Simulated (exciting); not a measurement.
Wanted: the native input for an exciting (release sodium) run.

* Task: optical spectrum
* Functional: PBEsol
* Potentials or basis: all-electron LAPW+lo, shipped species files, valence relativity iora*
* rgkmax: 8
* k mesh: 4 × 4 × 4, shifted
* Occupations: methfessel-paxton, width 0.136 eV
* Spin: no spin polarisation
* outputlevel: normal
* Top of the spectrum (Ha): 0.8 Ha
* Broadening (Ha): 0.01 Ha
* gmaxvr (cutoff of density and potential): 14 1/bohr
* lmaxapw (and lmaxmat): 10
* lmaxvr: 8
* nempty: 28
* Valence relativity: iora*
* epsengy: 1e-05 Ha
* epspot: 1e-05 Ha
* maxscl: 60
* Muffin-tin radii: In 2.3, As 2.0 bohr

Crystal: InAs.

```
In As
1.0
     0.00000    3.01800    3.01800
     3.01800    0.00000    3.01800
     3.01800    3.01800    0.00000
In As
1 1
Direct
  0.00000 0.00000 0.00000
  0.75000 0.75000 0.75000
```

The input as run:

input.xml

```xml
<input>
  <title>InAs</title>
  <structure speciespath="./" tshift="false">
    <crystal scale="8.0655335175">
      <basevect>0.000000000000 0.707106781188 0.707106781188</basevect>
      <basevect>0.707106781188 0.000000000000 0.707106781188</basevect>
      <basevect>0.707106781188 0.707106781188 0.000000000000</basevect>
    </crystal>
    <species speciesfile="In.xml" rmt="2.3">
      <atom coord="0.000000000000 0.000000000000 0.000000000000"/>
    </species>
    <species speciesfile="As.xml" rmt="2">
      <atom coord="0.750000000000 0.750000000000 0.750000000000"/>
    </species>
  </structure>
  <groundstate do="fromscratch" ngridk="4 4 4" rgkmax="8" gmaxvr="14" lmaxapw="10" lmaxmat="10" lmaxvr="8" xctype="GGA_PBE_SOL" stype="Methfessel-Paxton 1" swidth="0.00499791" nempty="28" ValenceRelativity="iora*" epsengy="1e-05" epspot="1e-05" maxscl="60" outputlevel="normal" vkloff="0.5 0.5 0.5"/>
  <properties>
    <momentummatrix/>
    <dielmat intraband="false" wmax="0.8" wgrid="200" swidth="0.01" tevout="true">
      <epscomp>1 1</epscomp>
      <epscomp>2 2</epscomp>
      <epscomp>3 3</epscomp>
    </dielmat>
  </properties>
</input>
```

Potentials or basis: all-electron LAPW+lo, shipped species files, valence relativity iora*.

Command:

```sh
$ OMP_NUM_THREADS=1 exciting_smp
```

It gave:

```json
{
 "All electrons inside the program's atomic spheres": "In 46.71; As 30.36 (radii In 2.3, As 2.0 bohr)"
}
```

Caveat: spectra need much finer meshes, so this one isn't converged; independent-particle spectra lack excitons.

It took 93 s on 1 thread of Arm Neoverse V1 (shared host), peak memory 0.39 GiB.
